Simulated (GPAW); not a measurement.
# SrO (Fm-3m) in GPAW: a series of runs

One crystal, SrO, is run at these levels: PBE, r2SCAN; tasks: dielectric tensor, Wannier functions.

Program: GPAW 26.7.0. These are calculated values, not measurements. Logs are shortened: lines on timing, memory, paths and dates and some standing lists are left out, and cuts for length are marked. The log counts tension as positive stress, the text compression.

## Step 1: The crystal as given

It takes space group Fm-3m (No. 225, cubic). The conventional cell has a = 5.133 Å, b = 5.133 Å, c = 5.133 Å, α = 90.00°, β = 90.00°, γ = 90.00°. Sr (site symmetry m-3m) is surrounded by 6 O at 2.57 Å. Around O (site symmetry m-3m) lie 6 Sr at 2.57 Å.

## Step 2: Dielectric tensor, PBE

run.py reads:

```python
import numpy as np
from ase import Atoms
from ase.dft.bandgap import bandgap
from ase.io import write
from gpaw import GPAW, PW
from gpaw.response.df import DielectricFunction

atoms = Atoms(['Sr', 'O'],
              cell=[[0.0, 2.5663, 2.5663],
                    [2.5663, 0.0, 2.5663],
                    [2.5663, 2.5663, 0.0]],
              scaled_positions=[[0.5, 0.5, 0.5],
                                [0.0, 0.0, 0.0]],
              pbc=True)

calc = GPAW(mode=PW(600),
            xc='PBE',
            kpts={'size': (7, 7, 7), 'gamma': True},
            occupations={'name': 'fermi-dirac', 'width': 0.001},
            nbands=16,
            convergence={'density': 1e-06},
            maxiter=150,
            txt='gpaw.txt')
atoms.calc = calc
energy = atoms.get_potential_energy()
calc.write('gs.gpw')
write('result.traj', atoms)
print(f'Energy: {energy:.6f} eV')
print('Fermi level:', round(calc.get_fermi_level(), 4), 'eV')
print(f'Gap: {bandgap(calc)[0]:.4f} eV, direct: {bandgap(calc, direct=True)[0]:.4f} eV')

for size in [(16, 16, 16), (23, 23, 23)]:
    name = 'x'.join(str(n) for n in size)
    dense = calc.fixed_density(kpts={'size': size, 'gamma': True},
                               nbands=34, convergence={'bands': 28, 'eigenstates': 1e-7},
                               update_fermi_level=True, txt=f'dense-{name}.txt')
    dense.write(f'{name}.gpw', mode='all')
    df = DielectricFunction(f'{name}.gpw', frequencies=np.array([0.0]), hilbert=False, eta=0.001,
                            ecut=80, nbands=28, intraband=False, txt=f'df-{name}.txt')
    for xc in ['RPA', 'LR0.2', 'Bootstrap']:
        for direction in ['x', 'y', 'z', [0, 1, 1], [1, 0, 1], [1, 1, 0]]:
            e0, e = df.get_macroscopic_dielectric_constant(xc=xc, direction=direction)
            print(f'{name} {xc} {direction}: {e0:.4f} without, {e:.4f} with local fields')
```

Potentials or basis: GPAW PAW data sets (gpaw-data 1.2.1), pw.

Started as:

```console
$ OMP_NUM_THREADS=1 python run.py
```

gpaw.txt:

```text
__  _  _
 | _ |_)|_||  |
 |__||  | ||/\| - 26.7.0

Input parameters:
  mode=PW(ecut=600.0),
  convergence={'density': 1e-06},
  kpts=MonkhorstPack(size=(7, 7, 7), gamma=True),
  maxiter=150,
  nbands=16,
  occupations=Occupations(name='fermi-dirac', width=0.001),
  xc=XC(name='PBE')

Diagonalizing LCAO Hamiltonian
Converting LCAO to pw mode

               Sr

       O

Atoms  # Å, Bohr magnetons
|   | symbol |        x |        y |        z |    initial magnetic moments |
|---|--------|----------|----------|----------|-----------------------------|
| 0 |     Sr | 2.566300 | 2.566300 | 2.566300 | ( 0.0000,  0.0000,  0.0000) |
| 1 |      O | 0.000000 | 0.000000 | 0.000000 | ( 0.0000,  0.0000,  0.0000) |

Unit cell  # Å
| periodic |        x |        y |        z |  lengths |    angles |
|----------|----------|----------|----------|----------|-----------|
|      yes | 0.000000 | 2.566300 | 2.566300 | 3.629296 | 60.000000 |
|      yes | 2.566300 | 0.000000 | 2.566300 | 3.629296 | 60.000000 |
|      yes | 2.566300 | 2.566300 | 0.000000 | 3.629296 | 60.000000 |

Number of symmetries: 48
Symmetry operations  # r_c * U_cc + t_c -> r_c
|    | kind |            matrix            |
|----|------|------------------------------|
|  0 |  σ   |  1, 0, 0,  1, 0,-1,  1,-1, 0 |
|  1 |  C2  |  1, 0, 0,  1,-1, 0,  1, 0,-1 |
|  2 |  E   |  1, 0, 0,  0, 1, 0,  0, 0, 1 |
|  3 |  σ   |  1, 0, 0,  0, 0, 1,  0, 1, 0 |
|  4 |  C4  |  1, 0,-1,  1, 0, 0,  1,-1, 0 |
|  5 |  S6  |  1, 0,-1,  1,-1, 0,  1, 0, 0 |
|  6 |  σ   |  1, 0,-1,  0, 1,-1,  0, 0,-1 |
|  7 |  C3  |  1, 0,-1,  0, 0,-1,  0, 1,-1 |
|  8 |  S6  |  1,-1, 0,  1, 0, 0,  1, 0,-1 |
|  9 |  C4  |  1,-1, 0,  1, 0,-1,  1, 0, 0 |
| 10 |  C3  |  1,-1, 0,  0,-1, 1,  0,-1, 0 |
| 11 |  σ   |  1,-1, 0,  0,-1, 0,  0,-1, 1 |
| 12 |  σ   |  0, 1, 0,  1, 0, 0,  0, 0, 1 |
| 13 |  C4  |  0, 1, 0,  0, 1,-1, -1, 1, 0 |
| 14 |  C3  |  0, 1, 0,  0, 0, 1,  1, 0, 0 |
| 15 |  S6  |  0, 1, 0, -1, 1, 0,  0, 1,-1 |
| 16 |  C2  |  0, 1,-1,  1, 0,-1,  0, 0,-1 |
| 17 |  σ   |  0, 1,-1,  0, 1, 0, -1, 1, 0 |
| 18 |  S4  |  0, 1,-1,  0, 0,-1,  1, 0,-1 |
| 19 |  C4  |  0, 1,-1, -1, 1, 0,  0, 1, 0 |
| 20 |  C3  |  0, 0, 1,  1, 0, 0,  0, 1, 0 |
| 21 |  σ   |  0, 0, 1,  0, 1, 0,  1, 0, 0 |
| 22 |  S6  |  0, 0, 1,  0,-1, 1, -1, 0, 1 |
| 23 |  C4  |  0, 0, 1, -1, 0, 1,  0,-1, 1 |
| 24 |  S4  |  0, 0,-1,  1, 0,-1,  0, 1,-1 |
| 25 |  C3  |  0, 0,-1,  0, 1,-1,  1, 0,-1 |
| 26 |  C2  |  0, 0,-1,  0,-1, 0, -1, 0, 0 |
| 27 |  S6  |  0, 0,-1, -1, 0, 0,  0,-1, 0 |
| 28 |  S4  |  0,-1, 1,  1,-1, 0,  0,-1, 0 |
| 29 |  C4  |  0,-1, 1,  0, 0, 1, -1, 0, 1 |
| 30 |  C2  |  0,-1, 1,  0,-1, 0,  1,-1, 0 |
| 31 |  σ   |  0,-1, 1, -1, 0, 1,  0, 0, 1 |
| 32 |  C3  |  0,-1, 0,  1,-1, 0,  0,-1, 1 |
| 33 |  S6  |  0,-1, 0,  0, 0,-1, -1, 0, 0 |
| 34 |  S4  |  0,-1, 0,  0,-1, 1,  1,-1, 0 |
| 35 |  C2  |  0,-1, 0, -1, 0, 0,  0, 0,-1 |
| 36 |  C2  | -1, 1, 0,  0, 1, 0,  0, 1,-1 |
| 37 |  S6  | -1, 1, 0,  0, 1,-1,  0, 1, 0 |
| 38 |  S4  | -1, 1, 0, -1, 0, 1, -1, 0, 0 |
| 39 |  C3  | -1, 1, 0, -1, 0, 0, -1, 0, 1 |
| 40 |  S6  | -1, 0, 1,  0, 0, 1,  0,-1, 1 |
| 41 |  C2  | -1, 0, 1,  0,-1, 1,  0, 0, 1 |
| 42 |  C3  | -1, 0, 1, -1, 1, 0, -1, 0, 0 |
| 43 |  S4  | -1, 0, 1, -1, 0, 0, -1, 1, 0 |
| 44 |  C2  | -1, 0, 0,  0, 0,-1,  0,-1, 0 |
| 45 |  i   | -1, 0, 0,  0,-1, 0,  0, 0,-1 |
| 46 |  σ   | -1, 0, 0, -1, 1, 0, -1, 0, 1 |
| 47 |  C2  | -1, 0, 0, -1, 0, 1, -1, 1, 0 |

BZ-sampling:
  Number of BZ points: 343
  Number of IBZ points: 20

  Monkhorst-Pack size: [7, 7, 7]
  Monkhorst-Pack shift: [0, 0, 0]

K-points  # in reciprocal-cell coordinates
|     |                                coordinates |     weight |
|-----|--------------------------------------------|------------|
|   0 | (  0.00000000,   0.00000000,   0.00000000) | 0.00291545 |
|   1 | (  0.14285714,   0.14285714,   0.00000000) | 0.01749271 |
|   2 | (  0.14285714,   0.14285714,   0.14285714) | 0.02332362 |
|   3 | (  0.28571429,   0.14285714,   0.14285714) | 0.03498542 |
|   4 | (  0.28571429,   0.28571429,   0.00000000) | 0.01749271 |
|   5 | (  0.28571429,   0.28571429,   0.14285714) | 0.06997085 |
|   6 | (  0.28571429,   0.28571429,   0.28571429) | 0.02332362 |
|   7 | (  0.42857143,  -0.28571429,  -0.28571429) | 0.03498542 |
|   8 | (  0.42857143,   0.28571429,  -0.42857143) | 0.13994169 |
|   9 | (  0.42857143,   0.28571429,  -0.28571429) | 0.06997085 |
| ... |                                            |            |
|  19 | (  0.42857143,   0.42857143,   0.42857143) | 0.02332362 |

Plane wave coefficients: 1143
Cutoff: 600.0 eV

Spin-components: 1 (collinear spins)
Bands:           16
Projectors:      10
Spin-degeneracy: 2
Datatype:        complex128

Parallelization:
  kpt:    1
  domain: 1
  band:   1

Density:
  Valence electrons: 16.0
  Components: 1
  Grid points: [21 21 21]
  Charge: 0.0  # |e|

Potential:
  Grid points: [21 21 21]

species:
  Sr:
    name:    Strontium
    Z:       38.0
    valence: 10
    core:    28
    charge:  0.0  # [|e|]
    compensation charges:
      type: gauss
      rc: 0.40  # [Å]
      lmax: 2
    cutoffs:
      filter: 2.39  # [Å]
      core: 1.85  # [Å]
    projectors
    | kind |    occ | energy [eV] | rcut [Å] |
    |------|--------|-------------|----------|
    |   4s |  2.000 |     -40.883 |    1.291 |
    |   5s |  2.000 |      -3.525 |    1.291 |
    |   4p |  6.000 |     -22.826 |    1.291 |
    |    p |        |       4.386 |    1.291 |
    |    d |        |       0.000 |    1.254 |

    Using partial waves for Sr as LCAO basis

  O:
    name:    Oxygen
    Z:       8.0
    valence: 6
    core:    2
    charge:  0.0  # [|e|]
    compensation charges:
      type: gauss
      rc: 0.21  # [Å]
      lmax: 2
    cutoffs:
      filter: 1.17  # [Å]
      core: 0.83  # [Å]
    projectors
    | kind |    occ | energy [eV] | rcut [Å] |
    |------|--------|-------------|----------|
    |   2s |  2.000 |     -23.961 |    0.688 |
    |   2p |  4.000 |      -9.029 |    0.598 |
    |    s |        |       3.251 |    0.688 |
    |    p |        |      18.182 |    0.598 |
    |    d |        |       0.000 |    0.619 |

    Using partial waves for O as LCAO basis

Reference energy: -88537.622309  # eV

eigensolver:
  PPCG
  Converge bands: occupied
  niter=2

density mixing:
  MSR1-Mixer
  Pratt-step length: 0.05
  Maximum mixing coefficient: 0.75
  Old densities: 10
  SVD Regularization: 0.005
  Good broyden scale: 1.0
  Trust region scale: 1.0
  Backstep threshold: 4.0
  History deletion threshold: 6.0
  Fourier metric: weight=20.0, sigma=0.015

occupation numbers:
  Fermi-Dirac:
    width: 0.0010  # eV

poisson solver:
  ecut: 4800.0  # eV

xc functional:
  name: PBE with 2 nearest neighbor stencil

convergence criteria:
- Maximum integral of absolute [dens]ity change: 1e-06 electrons / valence electron
- Maximum [total energy] change in last 3 cyles: 0.0005 eV / valence electron
- Maximum integral of absolute [eigenst]ate change: 4e-08 eV^2 / valence electron
maximum number of iterations: 150

SCF iterations
|iter     | |      energy | eigst |  dens |
|---------|-|-------------|-------|-------|
|iter:   1| |  -13.751633 | +0.27 |       |
|iter:   2| |  -13.259707 | -2.02 | -0.92 |
|iter:   3| |  -12.202425 | -1.27 | -0.98 |
|iter:   4| |  -12.197547 | -2.79 | -1.44 |
|iter:   5| |  -12.208782 | -3.18 | -1.65 |
|iter:   6| |  -12.208591 | -4.80 | -2.65 |
|iter:   7| |  -12.208664c| -5.46 | -3.04 |
|iter:   8| |  -12.208670c| -6.66 | -3.58 |
|iter:   9| |  -12.208670c| -7.50c| -4.62 |
|iter:  10| |  -12.208670c| -7.84c| -5.06 |
|iter:  11| |  -12.208670c| -8.82c| -5.98 |
|iter:  12| |  -12.208670c| -9.70c| -6.58c|

Converged in 12 steps
Energy contributions relative to reference atoms: (reference = -88537.622309)

Energy contributions:
  Kinetic:          16.013688
  Coulomb:         -12.995676
  Zero:             -0.185137
  External:          0.000000
  Xc:              -15.041546
  Entropy:          -0.000000
  Spinorbit:         0.000000
  ----------------------------
  Free energy:     -12.208670
  Extrapolated:    -12.208670

dipole moment: (-14.424292, -14.424292, -14.424292)  # |e|*Ang

Fermi level: 5.827
Eigenvalues  # (at kpt = [0.000, 0.000, 0.000])
| band index |      eig [eV] | occ [0-2] |
|------------|---------------|-----------|
|          0 |       -27.101 |     2.000 |
|          1 |        -9.892 |     2.000 |
|          2 |        -8.756 |     2.000 |
|          3 |        -8.756 |     2.000 |
|          4 |        -8.756 |     2.000 |
|          5 |         5.153 |     2.000 |
[... 8 lines left out ...]
|         14 |        17.651 |     0.000 |
|         15 |        28.474 |     0.000 |

Gap: 3.454 eV
Transition (v -> c):
  (s=0, k=0, n=7, [0.00, 0.00, 0.00]) -> (s=0, k=16, n=8, [0.43, 0.43, 0.00])
Direct/indirect transitions are different
Direct gap: 3.539 eV
Transition at: (s=0, k=16, n=7, [0.43, 0.43, 0.00])
# Writing to gs.gpw (mode='')
```

It took 5.9 min on 1 thread of Intel Xeon Platinum 8488C (Sapphire Rapids), shared host; peak memory 0.74 GiB.

Results:

- Free energy: -12.2087 eV
- Band gap on the k mesh: 3.45 eV, indirect (least direct gap 3.54 eV)
- Electronic dielectric tensor (diagonal): 3.53

Electronic dielectric tensor:
```
3.53 0.00 0.00
0.00 3.53 0.00
0.00 0.00 3.53
```

Caveat: the long-wavelength limit can be off by a per cent or two; an odd mesh through Γ misses points on the zone boundary, where band edges often lie.

## Step 3: Wannier functions, r2SCAN

run.py reads:

```python
import json
import numpy as np
from ase import Atoms
from ase.dft.bandgap import bandgap
from ase.dft.wannier import Wannier
from ase.io import write
from ase.units import GPa
from gpaw import GPAW, PW

atoms = Atoms(['Sr', 'O'],
              cell=[[0.0, 2.5663, 2.5663],
                    [2.5663, 0.0, 2.5663],
                    [2.5663, 2.5663, 0.0]],
              scaled_positions=[[0.5, 0.5, 0.5],
                                [0.0, 0.0, 0.0]],
              pbc=True)

calc = GPAW(mode=PW(800),
            xc='MGGA_X_R2SCAN+MGGA_C_R2SCAN',
            kpts={'size': (9, 9, 9), 'gamma': True},
            occupations={'name': 'fermi-dirac', 'width': 0.05},
            nbands=16,
            convergence={'density': 1e-05, 'energy': 1e-05},
            maxiter=150,
            txt='gpaw.txt')
atoms.calc = calc
energy = atoms.get_potential_energy()
forces = atoms.get_forces()
stress = atoms.get_stress()
calc.write('gs.gpw')
write('result.traj', atoms)
print(f'Energy: {energy:.6f} eV')
print('Forces (eV/A):')
print(forces.round(4))
print('Stress (GPa):', (stress / GPa).round(3))
print('Fermi level:', round(calc.get_fermi_level(), 4), 'eV')
print(f'Gap: {bandgap(calc)[0]:.4f} eV, direct: {bandgap(calc, direct=True)[0]:.4f} eV')

nocc = int(round(calc.get_number_of_electrons() / 2))
full = calc.fixed_density(kpts={'size': (4, 4, 4), 'gamma': True}, symmetry='off', nbands=nocc + 6,
                          convergence={'bands': nocc}, txt='full.txt')
wan, values = None, []
for seed in range(6):  # several starts, since the search can end in a local maximum
    trial = Wannier(nwannier=nocc, calc=full, nbands=nocc, functional='var',
                    initialwannier='random' if seed == 0 else 'random', rng=np.random.RandomState(seed))
    trial.localize(tolerance=1e-6)
    values.append(trial.get_functional_value())
    print(f'start {seed}: functional {values[-1]:.5f}', flush=True)
    if values[-1] == max(values):
        wan = trial
wan.localize(step=0.1, tolerance=1e-8)
wan.translate_all_to_cell((0, 0, 0))
centres, spreads = wan.get_centers(), wan.get_spreads()
for x, s in zip(centres, spreads):
    d = np.linalg.norm(atoms.repeat(3).positions - atoms.cell.sum(0) - x, axis=1)
    print(x.round(4), f'spread {s:.4f} A^2, nearest {atoms[d.argmin() % len(atoms)].symbol} at {d.min():.3f} A')
onsite = wan.get_hopping((0, 0, 0)).diagonal().real
print('On-site energies:', onsite.round(4))
json.dump({'centres': centres.tolist(), 'spreads': spreads.tolist(), 'onsite': onsite.tolist(), 'values': values},
          open('wannier.json', 'w'))
```

Potentials or basis: GPAW PAW data sets (gpaw-data 1.2.1), pw.

Started as:

```console
$ OMP_NUM_THREADS=1 python run.py
```

gpaw.txt:

```text
__  _  _
 | _ |_)|_||  |
 |__||  | ||/\| - 26.7.0

Input parameters:
  mode=PW(ecut=800.0),
  convergence={'density': 1e-05, 'energy': 1e-05},
  kpts=MonkhorstPack(size=(9, 9, 9), gamma=True),
  maxiter=150,
  nbands=16,
  occupations=Occupations(name='fermi-dirac', width=0.05),
  xc=XC(name='MGGA_X_R2SCAN+MGGA_C_R2SCAN')

Diagonalizing LCAO Hamiltonian
Converting LCAO to pw mode

               Sr

       O

Atoms  # Å, Bohr magnetons
|   | symbol |        x |        y |        z |    initial magnetic moments |
|---|--------|----------|----------|----------|-----------------------------|
| 0 |     Sr | 2.566300 | 2.566300 | 2.566300 | ( 0.0000,  0.0000,  0.0000) |
| 1 |      O | 0.000000 | 0.000000 | 0.000000 | ( 0.0000,  0.0000,  0.0000) |

Unit cell  # Å
| periodic |        x |        y |        z |  lengths |    angles |
|----------|----------|----------|----------|----------|-----------|
|      yes | 0.000000 | 2.566300 | 2.566300 | 3.629296 | 60.000000 |
|      yes | 2.566300 | 0.000000 | 2.566300 | 3.629296 | 60.000000 |
[... 206 lines left out ...]
  Zero:             -0.246856
  External:          0.000000
  Xc:              -27.775899
  Entropy:          -0.000000
  Spinorbit:         0.000000
  ----------------------------
  Free energy:     -24.794289
  Extrapolated:    -24.794289

dipole moment: (-14.422668, -14.422668, -14.422668)  # |e|*Ang

Fermi level: 7.725
Eigenvalues  # (at kpt = [0.000, 0.000, 0.000])
| band index |      eig [eV] | occ [0-2] |
|------------|---------------|-----------|
|          0 |       -28.479 |     2.000 |
|          1 |       -11.149 |     2.000 |
|          2 |        -9.514 |     2.000 |
|          3 |        -9.514 |     2.000 |
|          4 |        -9.514 |     2.000 |
|          5 |         4.822 |     2.000 |
[... 8 lines left out ...]
|         14 |        17.920 |     0.000 |
|         15 |        29.443 |     0.000 |

Gap: 3.892 eV
Transition (v -> c):
  (s=0, k=0, n=7, [0.00, 0.00, 0.00]) -> (s=0, k=30, n=8, [0.44, 0.44, 0.00])
Direct/indirect transitions are different
Direct gap: 3.970 eV
Transition at: (s=0, k=30, n=7, [0.44, 0.44, 0.00])

Forces  # eV/Ang
|        x |        y |        z |
|----------|----------|----------|
| -0.00000 | -0.00000 | -0.00000 |  # Sr   0
| -0.00000 | -0.00000 |  0.00000 |  # O    1

Stress tensor  # eV/Ang^3
|         x |         y |         z |
|-----------|-----------|-----------|
| -0.013213 |  0.000000 | -0.000000 |
|  0.000000 | -0.013213 |  0.000000 |
| -0.000000 |  0.000000 | -0.013213 |

# Writing to gs.gpw (mode='')
```

full.txt:

```text
Diagonalizing LCAO Hamiltonian
Converting LCAO to pw mode
convergence criteria:
- Maximum integral of absolute [eigenst]ate change: 4e-08 eV^2 / valence electron
maximum number of iterations: 150

SCF iterations
|iter     | |      energy | eigst |  dens |
|---------|-|-------------|-------|-------|
|iter:   1| |             | +0.69 |       |
|iter:   2| |             | -1.29 |       |
|iter:   3| |             | -3.39 |       |
|iter:   4| |             | -5.33 |       |
|iter:   5| |             | -7.31 |       |
|iter:   6| |             | -8.34c|       |
SCF steps: 6
  __  _  _
 | _ |_)|_||  |
 |__||  | ||/\| - 26.7.0

Input parameters:
  mode=PW(ecut=800.0),
  convergence={'bands': 8},
  gpts=array([24, 24, 24]),
  kpts=MonkhorstPack(size=(4, 4, 4), gamma=True),
  maxiter=150,
  nbands=14,
  occupations=Occupations(name='fermi-dirac', width=0.05),
  symmetry=Symmetry(point_group=False, time_reversal=False),
  xc=XC(name='MGGA_X_R2SCAN+MGGA_C_R2SCAN')
```

It took 3.8 min on 1 thread of AMD EPYC 7B13 (Zen 3), shared host; peak memory 0.3 GiB.

Results:

- Free energy: -24.7943 eV
- Pressure: 2.1 GPa
- Band gap on the k mesh: 3.89 eV, indirect (least direct gap 3.97 eV)
- Total Wannier spread: 5.21 Å² over 8 functions

Wannier centres (Å) and spreads (Å²):
```
function      x      y      z  spread
       1  2.472  2.590  4.807   0.778
       2  2.845  2.536  2.488   0.529
       3  2.395  2.423  2.375   0.525
       4  2.527  2.456  2.835   0.528
       5  5.000  2.833  2.749   0.769
       6  0.336  2.578  2.585   0.781
       7  2.497  2.849  2.567   0.529
       8  2.453  4.832  2.695   0.772
```

Caveat: the PAW data sets were made with another functional, which shifts forces and pressure a little; an odd mesh through Γ misses points on the zone boundary, where band edges often lie.
